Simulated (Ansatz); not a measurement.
**Work and stress of cleavage in C**

These are results of DFT PBE, scalar-relativistic, plane waves, PAW (Ansatz 0.2.0), not measurements. Cutoff 420 eV, Γ-centred 10×10×2 k-points, Gaussian smearing of 0.05 eV. No spin polarisation. Energies are free energies at this smearing, counted from the undisturbed cell; pressure is positive in compression.

Reference structure (relaxed at this level):

```yaml
crystal:
  lattice:
    - [-2.51156, 0.00000, 0.00000]
    - [-1.25578, -2.17508, 0.00000]
    - [0.00000, 0.00000, 12.54107]
  atoms:
    - { symbol: C, position: [0.33333, 0.33333, 0.93756] }
    - { symbol: C, position: [0.33333, 0.33333, 0.27089] }
    - { symbol: C, position: [0.33333, 0.33333, 0.60423] }
    - { symbol: C, position: [0.66667, 0.66667, 0.10423] }
    - { symbol: C, position: [0.66667, 0.66667, 0.43756] }
    - { symbol: C, position: [0.66667, 0.66667, 0.77089] }
    - { symbol: C, position: [0.33333, 0.33333, 0.06241] }
    - { symbol: C, position: [0.33333, 0.33333, 0.39574] }
    - { symbol: C, position: [0.33333, 0.33333, 0.72907] }
    - { symbol: C, position: [0.66667, 0.66667, 0.22907] }
    - { symbol: C, position: [0.66667, 0.66667, 0.56241] }
    - { symbol: C, position: [0.66667, 0.66667, 0.89574] }
```

The cut lies on the cell's a–b face, a (0 0 1) plane (indices in the standard cell, whose axes needn't be the Cartesian ones shown) of area 5.46 Å², between layers 1.57 Å apart. Vector c is lengthened by d along the normal with the atoms' Cartesian places fixed: one unrelaxed cut a cell. The traction is positive where the two halves pull on each other.

| d (Å) | energy (J/m²) | traction (GPa) |
| --- | --- | --- |
| -0.30 | 5.52 | -482.6 |
| -0.15 | 1.02 | -155.9 |
| 0.00 | 0.00 | 0.0 |
| 0.25 | 1.42 | 92.0 |
| 0.50 | 3.97 | 104.7 |
| 0.75 | 6.47 | 93.9 |
| 1.00 | 8.62 | 77.8 |
| 1.50 | 11.70 | 46.8 |
| 2.00 | 13.47 | 25.2 |
| 3.00 | 14.68 | 4.1 |
| 6.00 | 14.86 | 0.0 |

Question: What are the work of separation and the cleavage stress, and do they fit the universal binding curve?

Answer: The energy levels off near W ≈ 14.86 J/m² (the traction is down to 0.0 GPa), the energy of the two unrelaxed faces, 7.43 J/m² each on average. The largest sampled traction is 104.7 GPa at d = 0.50 Å, and a parabola through it and its two neighbours peaks at σ_max ≈ 104.8 GPa, d ≈ 0.51 Å. The curve E = W[1 − (1 + d/ℓ)exp(−d/ℓ)] peaks in traction at d = ℓ with σ_max = W/(eℓ); with 1 J/m² per Å = 10 GPa this W and σ_max give ℓ = 0.52 Å. A parabola through that curve at the same three d peaks at 0.56 Å, against 0.51 Å here, a fair fit. The opened faces are metallic here, and spin polarisation, left out, could lower W. Real crystals break at far lower stress, because cracks concentrate it, and on the plane of lowest W, which needn't be this one.

The cut is rigid; relaxing the faces lowers these energies and usually the stresses.

The gap closes along the scan, which can put kinks into the curve.

Cost: 11 runs of about 1.3 core-minutes in all, on Arm Neoverse V2 (shared hosts).